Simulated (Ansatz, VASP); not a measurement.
# SnO2 (Cassiterite): VASP beside Ansatz

Aim: how closely do two programs agree when they are given the same cell, functional and k mesh? The cell is taken from a series of VASP runs on this material, whose earlier steps may have relaxed, scaled or displaced it; both programs get it as it stands.

Calculated with Ansatz 0.2.0; plane waves, with VASP 6.6.1 beside it; relaxation of cell and atoms at LDA and relaxation of cell and atoms at r2SCAN.

## (1) The structure

Symmetry: P4_2/mnm, No. 136, tetragonal system. The conventional cell has a = 4.729 Å, b = 4.729 Å, c = 3.196 Å, α = 90.00°, β = 90.00°, γ = 90.00°. Sn has 6 O at 2.05 to 2.06 Å nearest. Nearest to O lie 3 Sn at 2.05 to 2.06 Å. Farther neighbours and most contacts between anions are not listed.

Structure file:

```cif
data_structure
_symmetry_space_group_name_H-M 'P4_2/mnm'
_symmetry_Int_Tables_number 136
_cell_length_a 4.7293
_cell_length_b 4.7293
_cell_length_c 3.1962
_cell_angle_alpha 90.000
_cell_angle_beta 90.000
_cell_angle_gamma 90.000
_cell_volume 71.49
loop_
_atom_site_label
_atom_site_type_symbol
_atom_site_symmetry_multiplicity
_atom_site_Wyckoff_symbol
_atom_site_fract_x
_atom_site_fract_y
_atom_site_fract_z
_atom_site_occupancy
Sn1 Sn 2 a 0.50000 0.50000 0.50000 1
O1 O 4 f 0.80604 0.19396 0.50000 1
```

## (2) Ansatz: relaxation of cell and atoms, LDA

Ansatz runs on its default PAW (the set named soft_2) files.

The relaxed volume is the usual yardstick between codes: its relative difference is about their pressure difference at one cell divided by the bulk modulus.

input.yaml

```yaml
crystal:
  lattice:
    - [4.7293114688, 0.0, 0.0]
    - [0.0, 4.7293114688, 0.0]
    - [0.0, 0.0, 3.1962112537]
  atoms:
    - { symbol: Sn, position: [0.5, 0.5, 0.5] }
    - { symbol: Sn, position: [0.0, 0.0, 0.0] }
    - { symbol: O, position: [0.8060357244, 0.1939642756, 0.5] }
    - { symbol: O, position: [0.6939642756, 0.6939642756, 0.0] }
    - { symbol: O, position: [0.1939642756, 0.8060357244, 0.5] }
    - { symbol: O, position: [0.3060357244, 0.3060357244, 0.0] }
hamiltonian:
  xc: lda
  pseudopotentials: { kind: paw }
kpoints:
  mp_grid: { grid: [6, 6, 6] }
scf:
  occupations: { method: gaussian, width: 0.03 }
relax:
  f_tol: 0.01
  max_steps: 60
  cell: { stress_tol: 0.05 }
output:
  forces: true
  stress: true
```

The run is started by

```bash
$ ansatz run input.yaml --threads 4 --pin off --max-ram 9216MiB --backend cpu --events-out ev --progress --plain --runs-dir out
```

Numbers of over 12 decimals in the logs are rounded to 6 here.

The program printed:

```text
Engine: ansatz 0.2.0, aarch64-unknown-linux-gnu
Pseudopotentials: kind: paw
Pseudopotential: Sn, paw, valence charge 14, recommended cutoff 420 eV (normal), Sn.paw.azcp
Pseudopotential: O, paw, valence charge 6, recommended cutoff 420 eV (normal), O.paw.azcp
Functional definition: SPW92
  exchange = slater_x
  correlation = pw_c
Crystal: 6 atoms, lattice volume = 71.488 Å³
Basis set: ecut = 420 eV, 1411 PW (Γ)
Bands: 32, of which v1, the nominal top of the filled ones, is band 26 counted from 1 (25 counted from 0)
Symmetry: 16 space group operations
Space group: P42/mnm (ITA 136), of the structure as read, at distance tolerance 4.2e-5 Å
k-points: 40 of 216
Non-local potential: Sn, projectors of the file, l = 0: 2, l = 1: 2, l = 2: 2, l = 3: 2
Non-local potential: O, projectors of the file, l = 0: 2, l = 1: 2, l = 2: 1
PAW form: soft (Blöchl's): semilocal exchange-correlation on the pseudo side does not see the compensation charge
PAW frozen core: Sn, regenerated for the run's functional, and the local potential with it (the file was generated under x = pbe(κ = 0.804, μ = 0.219515), c = pbe(β = 0.066725))
PAW frozen core: O, regenerated for the run's functional, and the local potential with it (the file was generated under x = pbe(κ = 0.804, μ = 0.219515), c = pbe(β = 0.066725))
PAW one-centre angular grid: Sn, 590 points (default); XC on 64 Gauss nodes
PAW one-centre angular grid: O, 110 points (default); XC on 64 Gauss nodes
Initial density: superposition of atomic densities (neutral atoms: chi_scale 0, normalization atom), corrected by the library's trained network
Initial wavefunctions: pseudopotential atomic-orbital guess
Functional: x = slater, c = lda
SCF iter   1: F=—  HF=-13980.425418 eV  |F-HF|=—  |Δ(HF+E_count)|=         —  Δρ=1.89e-2  dr2=2.12e-1  ethr=1.77e-3  ⟨swp⟩=6.3  Hψ=5694  notcnv=0  defer=3
preconditioner: auto → Resta (q_TF=auto, 2.587 Å⁻¹)  ε∞=3.7  [insulator: Δε(μ)=0.931 eV  Ē_g=19.397 eV  σ=0.030 eV  W_gap=1.00  n_scr=18 (ndim 8)  ℏωp=31.7 eV  f_vac=0.025  D(μ)=0.00/eV (n_scr^D=0)  ε∞_Penn≈3.7]
SCF iter   2: F=—  HF=-13980.363939 eV  |F-HF|=—  |Δ(HF+E_count)|=   6.15e-2  Δρ=4.91e-3  dr2=6.87e-3  ethr=4.08e-4  ⟨swp⟩=2.3  Hψ=2216  notcnv=0  defer=71
SCF iter   3: F=—  HF=-13980.361655 eV  |F-HF|=—  |Δ(HF+E_count)|=   2.28e-3  Δρ=2.11e-3  dr2=1.69e-3  ethr=1.32e-5  ⟨swp⟩=2.0  Hψ=2399  notcnv=0  defer=71
SCF iter   4: F=—  HF=-13980.361104 eV  |F-HF|=—  |Δ(HF+E_count)|=   5.51e-4  Δρ=3.81e-4  dr2=7.20e-5  ethr=3.26e-6  ⟨swp⟩=2.0  Hψ=2112  notcnv=0  defer=71
SCF iter   5: F=—  HF=-13980.361099 eV  |F-HF|=—  |Δ(HF+E_count)|=   4.74e-6  Δρ=7.44e-5  dr2=2.96e-6  ethr=1.38e-7  ⟨swp⟩=1.1  Hψ=1256  notcnv=0  defer=71
SCF iter   6: F=-13980.361100 eV  HF=-13980.361100 eV  |F-HF|=3.13e-8  |Δ(HF+E_count)|=   8.83e-7  Δρ=8.83e-6  dr2=7.35e-8  ethr=1.92e-10  ⟨swp⟩=4.2  Hψ=5693  notcnv=0
SCF 1 converged in 6 iterations: F = -13980.361100 eV  dr2 = 7.35e-8
  greatest PAW one-centre occupation: 0.998 electrons in one spin orbital (limit 2), on the Sn atom at site 1 (counted from 0), in its partial waves of l = 2
relax step   1: F+E_penalty+E_count = -13980.36110024 eV  Δ(F+E_penalty+E_count) = +0.000e0 eV  max|allowed force component| = 1.545e-2 eV/Å  Δτ_max = 0.0000 Å  P = -1.047 GPa  Ω = 71.488 Å³  (6 SCF iters, dr2 threshold 1.00e-7 eV, accepted)
[...]
relax step   2: F+E_penalty+E_count = -13980.36449583 eV  Δ(F+E_penalty+E_count) = -3.396e-3 eV  max|allowed force component| = 5.207e-4 eV/Å  Δτ_max = 0.0003 Å  P = -0.002 GPa  Ω = 71.156 Å³  energy of the carried Pulay correction = +2.297e-3 eV  (4 SCF iters, dr2 threshold 6.00e-7 eV, accepted)
[...]
relax step   3: F+E_penalty+E_count = -13980.36223914 eV  Δ(F+E_penalty+E_count) = +2.257e-3 eV  max|allowed force component| = 5.929e-4 eV/Å  Δτ_max = 0.0000 Å  P = -0.045 GPa  Ω = 71.156 Å³  stress off target by 1.04e-1 GPa  SCF on the basis re-selected at this cell (its energy is not comparable with the rows above)  (6 SCF iters)
[...]
relax step   4: F+E_penalty+E_count = -13980.36232337 eV  Δ(F+E_penalty+E_count) = -8.423e-5 eV  max|allowed force component| = 2.794e-3 eV/Å  Δτ_max = 0.0003 Å  P = +0.003 GPa  Ω = 71.143 Å³  energy of the carried Pulay correction = +7.986e-5 eV  (4 SCF iters, dr2 threshold 2.70e-8 eV, accepted)
[...]
relax step   5: F+E_penalty+E_count = -13980.36217310 eV  Δ(F+E_penalty+E_count) = +1.503e-4 eV  max|allowed force component| = 2.827e-3 eV/Å  Δτ_max = 0.0000 Å  P = +0.002 GPa  Ω = 71.143 Å³  stress off target by 1.34e-2 GPa  SCF on the basis re-selected at this cell (its energy is not comparable with the rows above)  (4 SCF iters)
basis re-selected at this cell: Δ(F+E_penalty+E_count) = +1.503e-4 eV, ΔP = -0.001 GPa vs the last step (what re-selecting the basis moved, of the pressure what is left beyond the Pulay correction that the steps carried, after the strain that the cell walked since its last selection, with what the two solves' SCF thresholds leave and, on support functions, any second-order correction that the steps lacked; it is no m [...]
SCF converged after 4 iterations
Free energy (F): -13980.362173 eV
Harris-Foulkes:  -13980.362173 eV  (|F-HF|=7.28e-12)
Internal energy: -13980.362173 eV  (E = F + TS)
E sigma→0 (E₀):  -13980.362173 eV
Fermi energy:    9.827443 eV
--- Per-component energies (eV) ---
  E_band       = -127.116997
  E_kinetic    = 1081.644033
  E_local      = -2850.375952  (includes V_loc(G=0)·N_el)
  E_nonlocal   = 151.068157
  E_hartree    = 1474.967340
  E_xc         = -1042.093465
  E_vxc        = -564.548925  (∫ρ·V_xc dr)
  E_paw        = -8602.803072  (= ΣΔE_a)
  E_vpaw       = -894.849154  (= ΣTr[D̂ρ^β])
  E_aug_tail   = 0.010191  (compensation charges beyond the density's cutoff)
  E_ewald      = -4194.016888
  E_core_change = 1.237482  (= ΣΔE_core)
  E_smearing   = -0.000000  (= −TS)
  E_closure    = 0.000000  (closes the sum)
  Σ components = -13980.362173   (vs F -13980.362173, Δ=0.00e0)
--- Forces (eV/Å), atoms counted from 1 ---
  atom   1  Sn     0.00000000    -0.00000000     0.00000000
  atom   2  Sn     0.00000000     0.00000000     0.00000000
  atom   3  O      0.00282725    -0.00282725     0.00000000
  atom   4  O     -0.00282725    -0.00282725     0.00000000
  atom   5  O     -0.00282725     0.00282725     0.00000000
  atom   6  O      0.00282725     0.00282725     0.00000000
  max |Σ_I F_I| component: 0.00e0 eV/Å
--- Stress (GPa, compression-positive) ---
       -0.003691       0.000000       0.000000
        0.000000      -0.003691       0.000000
        0.000000       0.000000       0.013391
  P = ⅓ Tr σ = 0.0020 GPa (0.020 kbar)
--- Relaxed structure (3 steps of the walk, 3 accepted, 2 SCFs on fresh bases) ---
  F+E_penalty+E_count = -13980.36217310 eV   max|allowed force component| = 2.827e-3 eV/Å   (the final SCF, on the basis selected at the relaxed cell)
  cell:  # Å, volume = 71.1433 Å³
    - [4.722264, 0, 0.0]
    - [0, 4.722264, 0.0]
    - [0.0, 0.0, 3.190315]
  atoms:
    - { symbol: Sn, position: [0.5, 0.5, 0.500000] }
    - { symbol: Sn, position: [0, 0, 0.0] }
    - { symbol: O, position: [0.806040, 0.193960, 0.500000] }
    - { symbol: O, position: [0.693960, 0.693960, 0.0] }
    - { symbol: O, position: [0.193960, 0.806040, 0.500000] }
    - { symbol: O, position: [0.306040, 0.306040, 0.0] }
```

It took 5.5 s on 4 threads of Arm Neoverse V1, shared host; peak memory 0.4 GiB.

## (3) VASP: relaxation of cell and atoms, LDA

The same cell, functional (in two slightly different forms), mesh and smearing now go to VASP, with its own data sets and cutoff.

Lines of VASP's logs that name or quote its potential files are left out, and so is its time.

INCAR

```
SYSTEM = SnO2
PREC = Accurate
ENCUT = 520
EDIFF = 1E-06
NELM = 100
ISMEAR = 0
SIGMA = 0.03
LREAL = .FALSE.
ALGO = Normal
GGA = CA
NBANDS = 32
LORBIT = 11
LWAVE = .FALSE.
LCHARG = .FALSE.
KPAR = 8
IBRION = 2
NSW = 50
ISIF = 3
EDIFFG = -0.006
```

POSCAR

```
SnO2
1.0
    4.7293114688      0.0000000000      0.0000000000
    0.0000000000      4.7293114688      0.0000000000
    0.0000000000      0.0000000000      3.1962112537
Sn O
2 4
Direct
    0.5000000000      0.5000000000      0.5000000000
    0.0000000000      0.0000000000      0.0000000000
    0.8060357244      0.1939642756      0.5000000000
    0.6939642756      0.6939642756      0.0000000000
    0.1939642756      0.8060357244      0.5000000000
    0.3060357244      0.3060357244      0.0000000000
```

KPOINTS

```
Automatic mesh
0
Gamma
6 6 6
0 0 0
```

The projector-augmented-wave data sets are Sn_d and O (LDA family, release 64).

The run is started by

```bash
$ mpirun -np 8 vasp_std
```

The program printed:

```text
[banner, memory and clock lines left out]
running    8 mpi-ranks, on    1 nodes
 distrk:  each k-point on    1 cores,    8 groups
 distr:  one band on    1 cores,    1 groups

 POSCAR found type information on POSCAR SnO
 POSCAR found :  2 types and       6 ions
|                                                                             |
|           W    W    AA    RRRRR   N    N  II  N    N   GGGG   !!!           |
|           W    W   A  A   R    R  NN   N  II  NN   N  G    G  !!!           |
|           W    W  A    A  R    R  N N  N  II  N N  N  G       !!!           |
|           W WW W  AAAAAA  RRRRR   N  N N  II  N  N N  G  GGG   !            |
|           WW  WW  A    A  R   R   N   NN  II  N   NN  G    G                |
|           W    W  A    A  R    R  N    N  II  N    N   GGGG   !!!           |
|                                                                             |
|     For optimal performance we recommend to set                             |
|       NCORE = 2 up to number-of-cores-per-socket                            |
|     NCORE specifies how many cores store one orbital (NPAR=cpu/NCORE).      |
|     This setting can greatly improve the performance of VASP for DFT.       |
|     The default, NCORE=1 might be grossly inefficient on modern             |
|     multi-core architectures or massively parallel machines. Do your        |
|     Unfortunately you need to use the default for GW and RPA                |
|     calculations (for HF NCORE is supported but not extensively tested      |
|     yet).                                                                   |
|                                                                             |

 LDA part: xc-table for (Slater(with rela. corr.)+CA(PZ))
 , standard interpolation
 POSCAR, INCAR and KPOINTS ok, starting setup
 FFT: planning ... GRIDC
 FFT: planning ... GRID_SOFT
 FFT: planning ... GRID
 WAVECAR not read
 entering main loop
       N       E                     dE             d eps       ncg     rms          rms(c)
DAV:   1     0.628064344421E+03    0.62806E+03   -0.26347E+04  2792   0.255E+03
DAV:   2     0.475997097210E+02   -0.58046E+03   -0.55518E+03  2856   0.672E+02
DAV:   3    -0.437356865493E+02   -0.91335E+02   -0.90387E+02  2936   0.220E+02
DAV:   4    -0.483003718052E+02   -0.45647E+01   -0.45434E+01  3096   0.545E+01
DAV:   5    -0.484437411094E+02   -0.14337E+00   -0.14333E+00  3208   0.989E+00    0.158E+01
DAV:   6    -0.423407351745E+02    0.61030E+01   -0.22085E+01  4096   0.700E+01    0.615E+00
DAV:   7    -0.423742623702E+02   -0.33527E-01   -0.20629E+00  2968   0.838E+00    0.324E+00
DAV:   8    -0.422976031282E+02    0.76659E-01   -0.28802E-01  4000   0.514E+00    0.740E-01
DAV:   9    -0.422811013834E+02    0.16502E-01   -0.65159E-02  4056   0.377E+00    0.133E-01
DAV:  10    -0.422812493655E+02   -0.14798E-03   -0.45618E-03  3672   0.586E-01    0.473E-02
DAV:  11    -0.422812573232E+02   -0.79577E-05   -0.22157E-04  4088   0.200E-01    0.218E-02
DAV:  12    -0.422812611088E+02   -0.37856E-05   -0.22879E-05  3432   0.418E-02    0.156E-02
DAV:  13    -0.422812569627E+02    0.41461E-05   -0.15223E-05  3352   0.502E-02    0.183E-03
DAV:  14    -0.422812570839E+02   -0.12119E-06   -0.15232E-06  2280   0.988E-03
   1 F= -.42281257E+02 E0= -.42281257E+02  d E =-.422813E+02
 curvature:   0.00 expect dE= 0.000E+00 dE for cont linesearch  0.000E+00
 trial: gam= 0.00000 g(F)=  0.585E-06 g(S)=  0.890E-05 ort = 0.000E+00 (trialstep = 0.100E+01)
 search vector abs. value=  0.949E-05
 reached required accuracy - stopping structural energy minimisation
```

From OUTCAR (step 3):

```text
ion  position               nearest neighbor table
   1  0.500  0.500  0.500-   3 2.05   5 2.05   4 2.06   6 2.06   4 2.06   6 2.06   2 3.71   2 3.71
                             2 3.71   2 3.71   2 3.71   2 3.71   2 3.71   2 3.71
   2  0.000  0.000  0.000-   4 2.05   6 2.05   5 2.06   3 2.06   3 2.06   5 2.06   1 3.71   1 3.71
                             1 3.71   1 3.71   1 3.71   1 3.71   1 3.71   1 3.71
   3  0.806  0.194  0.500-   1 2.05   2 2.06   2 2.06
   4  0.694  0.694  0.000-   2 2.05   1 2.06   1 2.06
   5  0.194  0.806  0.500-   1 2.05   2 2.06   2 2.06
   6  0.306  0.306  0.000-   2 2.05   1 2.06   1 2.06

  LATTYP: Found a simple tetragonal cell.
 ALAT       =     4.7293114688
 C/A-ratio  =     0.6758301446

 Subroutine GETGRP returns: Found 16 space group operations
 (whereof  8 operations were pure point group operations)

The static configuration has the point symmetry D_2h.
 The point group associated with its full space group is D_4h.

 Found     40 irreducible k-points:

   k-points           NKPTS =     40   k-points in BZ     NKDIM =     40   number of bands    NBANDS=     32

   dimension x,y,z NGX =    36 NGY =   36 NGZ =   24
   dimension x,y,z NGXF=    72 NGYF=   72 NGZF=   48

   ENCUT  =  520.0 eV  38.22 Ry    6.18 a.u.   8.79  8.79  5.94*2*pi/ulx,y,z

   NELECT =      52.0000    total number of electrons

 k-points in reciprocal lattice and weights: Automatic mesh
   0.00000000  0.00000000  0.00000000       0.005
   0.16666667  0.00000000  0.00000000       0.019
   0.33333333  0.00000000  0.00000000       0.019
   0.50000000  0.00000000  0.00000000       0.009
   0.16666667  0.16666667  0.00000000       0.019
   0.33333333  0.16666667  0.00000000       0.037
   0.50000000  0.16666667  0.00000000       0.019
   0.33333333  0.33333333  0.00000000       0.019
   0.50000000  0.33333333  0.00000000       0.019
[...]
0.50000000  0.33333333  0.50000000       0.019
   0.50000000  0.50000000  0.50000000       0.005

 average (electrostatic) potential at core
       1 -99.1933       2 -99.1933       3 -68.9841       4 -68.9841       5 -68.9841
       6 -68.9841

 E-fermi :   6.0868

 k-point     1 :       0.0000    0.0000    0.0000
  band No.  band energies     occupation
    ...
     22       4.5962      2.00000
     23       4.5962      2.00000
     24       5.0734      2.00000
     25       5.0734      2.00000
     26       5.8780      2.00000
     27       7.0162      0.00000
     28      11.7933      0.00000
     29      11.9251      0.00000
     30      11.9251      0.00000
     31      15.9672      0.00000
    ...

 k-point     2 :       0.1667    0.0000    0.0000
  band No.  band energies     occupation
    ...
     22       4.5178      2.00000
     23       4.6031      2.00000
     24       4.6196      2.00000
     25       5.0935      2.00000
     26       5.7330      2.00000
     27       7.7170      0.00000
     28      11.5763      0.00000
     29      12.0438      0.00000
     30      12.1776      0.00000
     31      16.2527      0.00000
    ...

 k-point     3 :       0.3333    0.0000    0.0000
  band No.  band energies     occupation
    ...
     22       4.2027      2.00000
     23       4.6204      2.00000
     24       4.6424      2.00000
     25       5.1453      2.00000
     26       5.4235      2.00000
     27       8.9665      0.00000
     28      11.0850      0.00000
     29      12.3884      0.00000
     30      12.5463      0.00000
     31      16.6139      0.00000
    ...

  Total       -0.0076417     -0.0076417      0.0314655     -0.0000000      0.0000000      0.0000000
  in kB       -0.1712652     -0.1712652      0.7052037     -0.0000000      0.0000000      0.0000000
  external PRESSURE =       0.1208911 kB  Pullay stress =       0.0000000 kB

  energy-cutoff  :      520.00
  volume of cell :       71.49
      direct lattice vectors                 reciprocal lattice vectors
     4.729311469  0.000000000  0.000000000     0.211447270  0.000000000  0.000000000
     0.000000000  4.729311469  0.000000000     0.000000000  0.211447270  0.000000000
     0.000000000  0.000000000  3.196211254     0.000000000  0.000000000  0.312870433

 POSITION                                       TOTAL-FORCE (eV/Angst)
 -----------------------------------------------------------------------------------
      2.36466      2.36466      1.59811         0.000000      0.000000      0.000000
      0.00000      0.00000      0.00000         0.000000      0.000000      0.000000
      3.81199      0.91732      1.59811         0.001232     -0.001232     -0.000000
      3.28197      3.28197      0.00000        -0.001232     -0.001232     -0.000000
      0.91732      3.81199      1.59811        -0.001232      0.001232      0.000000
      1.44734      1.44734      0.00000         0.001232      0.001232      0.000000
 -----------------------------------------------------------------------------------
    total drift:                               -0.000000      0.000000     -0.000000

  FREE ENERGIE OF THE ION-ELECTRON SYSTEM (eV)
  ---------------------------------------------------
  free  energy   TOTEN  =       -42.2812570839 eV

  energy  without entropy=      -42.2812570839  energy(sigma->0) =      -42.28125708

 reached required accuracy - stopping structural energy minimisation

 total charge
# of ion       s       p       d       tot
------------------------------------------
    1        0.894   1.124  10.389  12.407
    2        0.894   1.124  10.389  12.407
    3        1.549   3.493   0.000   5.042
    4        1.549   3.493   0.000   5.042
    5        1.549   3.493   0.000   5.042
    6        1.549   3.493   0.000   5.042
--------------------------------------------------
tot          7.984  16.222  20.778  44.984

[... 3 further parts left out ...]
```

## (4) Differences

Known differences besides the potentials themselves: the two LDA forms differ slightly; both relaxations stop at a tolerance, which leaves soft axes loose, and VASP keeps its plane-wave basis; the cutoff is 420 eV in Ansatz and 520 eV in VASP; VASP's log shows a relativistic correction to its local exchange, Ansatz's none; Ansatz adds a Pulay correction to the stress that steers its cell, VASP none. Total energies have different zeros and are not compared.

Compared:

```tsv
quantity	Ansatz	VASP	difference
volume (Å³)	71.14	71.49	-0.48 %
edge a after relaxation, in the typed setting (Å)	4.722	4.729	-0.15 %
edge c after relaxation, in the typed setting (Å)	3.190	3.196	-0.18 %
```

The walks stopped with 0.00 GPa left in Ansatz and 0.01 GPa in VASP; each walk ends within a tolerance, so the volume difference is uncertain by about these residues over the bulk modulus, most in soft cells.

(Part 1 of 2 ends here.)

[Lines on the potential files, build, host, timing and source positions are cut from VASP's logs without a mark.]

[Logs are printed without paths, hosts, clocks, repeated set-up lines and the standing remarks that a program may print on its own settings, such as how far it seeks lower states.]

[Hosts, paths, dates, database ids (printed as entryN), source tags and the programs' standing remarks are cut or masked in the printed files.]
